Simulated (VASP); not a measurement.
Wanted: the native input for a VASP 6.6.1 run.

- Task: band structure
- Functional: PBE
- Dispersion: D3(BJ)
- Potentials or basis: VASP PAW PBE potentials, release 64 (Se, In_d)
- Cutoff: 520 eV
- k mesh: 9 × 9 × 1
- Occupations: gaussian, width 0.03 eV
- Spin: spin-orbit coupling, no magnetisation
- Dipole correction: yes
- Further INCAR settings: ALGO = Normal; EDIFF = 1e-06; NBANDS = 54

The structure of InSe lies in POSCAR:

```
InSe                                    
1.0
    4.0278273701     -0.0000000000      0.0000000000
   -2.0139136850      3.4882008295      0.0000000000
    0.0000000000      0.0000000000     23.3577120000
  Se              In            
     2     2
Direct
     1.0000000000000000    0.0000000000000000    0.3846392772788204
     1.0000000000000000    0.0000000000000000    0.6152949470311379
     0.6666666699999979    0.3333333300000021    0.4401516181291428
     0.6666666699999979    0.3333333300000021    0.5597696275608990
```

These files were run (other wordings do the same):

INCAR

```
PREC = Accurate
ENCUT = 520
EDIFF = 1E-6
ISMEAR = 0
SIGMA = 0.03
LREAL = F
LASPH = T
NELM = 80
ALGO = Normal
ISIF = 2
LWAVE = F
LCHARG = F
MAGMOM = 0 0 0 0 0 0 0 0 0 0 0 0
LORBIT = 11
LSORBIT = T
GGA_COMPAT = F
LDIPOL = T
IDIPOL = 3
DIPOL = 0.5 0.5 0.500
GGA = PE
IVDW = 12
NBANDS = 54
LVHAR = T
LVACPOTAV = T
KPAR = 2
```

KPOINTS

```
regular mesh
0
Gamma
  9 9 1
```

KPOINTS_OPT

```
explicit points
67
Reciprocal
 0.0000000000  0.0000000000  0.0000000000 1
 0.0357142900  0.0000000000  0.0000000000 1
 0.0714285700  0.0000000000  0.0000000000 1
 0.1071428600  0.0000000000  0.0000000000 1
 0.1428571400  0.0000000000  0.0000000000 1
 0.1785714300  0.0000000000  0.0000000000 1
 0.2142857100  0.0000000000  0.0000000000 1
 0.2500000000  0.0000000000  0.0000000000 1
 0.2857142900  0.0000000000  0.0000000000 1
 0.3214285700  0.0000000000  0.0000000000 1
 0.3571428600  0.0000000000  0.0000000000 1
 0.3928571400  0.0000000000  0.0000000000 1
 0.4285714300  0.0000000000  0.0000000000 1
 0.4642857100  0.0000000000  0.0000000000 1
 0.5000000000  0.0000000000  0.0000000000 1
 0.4791666700  0.0416666700  0.0000000000 1
 0.4583333300  0.0833333300  0.0000000000 1
 0.4375000000  0.1250000000  0.0000000000 1
 0.4166666700  0.1666666700  0.0000000000 1
 0.3958333300  0.2083333300  0.0000000000 1
 0.3750000000  0.2500000000  0.0000000000 1
 0.3541666700  0.2916666700  0.0000000000 1
 0.3333333300  0.3333333300  0.0000000000 1
 0.3137254900  0.3137254900  0.0000000000 1
 0.2941176500  0.2941176500  0.0000000000 1
 0.2745098000  0.2745098000  0.0000000000 1
 0.2549019600  0.2549019600  0.0000000000 1
 0.2352941200  0.2352941200  0.0000000000 1
 0.2156862700  0.2156862700  0.0000000000 1
 0.1960784300  0.1960784300  0.0000000000 1
 0.1764705900  0.1764705900  0.0000000000 1
 0.1568627500  0.1568627500  0.0000000000 1
 0.1372549000  0.1372549000  0.0000000000 1
 0.1176470600  0.1176470600  0.0000000000 1
 0.0980392200  0.0980392200  0.0000000000 1
 0.0784313700  0.0784313700  0.0000000000 1
 0.0588235300  0.0588235300  0.0000000000 1
 0.0392156900  0.0392156900  0.0000000000 1
 0.0196078400  0.0196078400  0.0000000000 1
 0.0000000000  0.0000000000  0.0000000000 1
 0.0000000000  0.0000000000  0.0000000000 1
 0.0076394400 -0.0038197200  0.0000000000 1
-0.0076394400  0.0038197200  0.0000000000 1
 0.0222816900 -0.0111408500  0.0000000000 1
-0.0222816900  0.0111408500  0.0000000000 1
-0.0000000000  0.0066159500  0.0000000000 1
 0.0000000000 -0.0066159500  0.0000000000 1
-0.0000000000  0.0192965100  0.0000000000 1
 0.0000000000 -0.0192965100  0.0000000000 1
 0.5000000000  0.0000000000  0.0000000000 1
 0.5076394400 -0.0038197200  0.0000000000 1
 0.4923605600  0.0038197200  0.0000000000 1
 0.5222816900 -0.0111408500  0.0000000000 1
 0.4777183100  0.0111408500  0.0000000000 1
 0.5000000000  0.0066159500  0.0000000000 1
 0.5000000000 -0.0066159500  0.0000000000 1
 0.5000000000  0.0192965100  0.0000000000 1
 0.5000000000 -0.0192965100  0.0000000000 1
 0.3333333300  0.3333333300  0.0000000000 1
 0.3409727700  0.3295136100  0.0000000000 1
 0.3256938900  0.3371530500  0.0000000000 1
 0.3556150200  0.3221924800  0.0000000000 1
 0.3110516400  0.3444741800  0.0000000000 1
 0.3333333300  0.3399492800  0.0000000000 1
 0.3333333300  0.3267173800  0.0000000000 1
 0.3333333300  0.3526298400  0.0000000000 1
 0.3333333300  0.3140368200  0.0000000000 1
```

Potentials or basis: VASP PAW PBE potentials, release 64 (Se, In_d).

Command:

```bash
$ cat potpaw_PBE.64/Se/POTCAR potpaw_PBE.64/In_d/POTCAR > POTCAR
$ mpirun -np 2 vasp_ncl > vasp.out
```

It gave:

| Property | Result |
| --- | --- |
| Largest force | 0.004 eV/Å |
| Valence electrons inside the program's atomic spheres | Se 3.82; In 11.40 |
| Dispersion energy per atom | -0.222 eV |
| Work function of the upper face | 5.78 eV |
| Work function of the lower face | 5.78 eV |

It took 23 min on 2 MPI ranks on Intel(R) Xeon(R) Platinum 8488C (Sapphire Rapids), on a shared host, peak memory 1.3 GiB a rank.
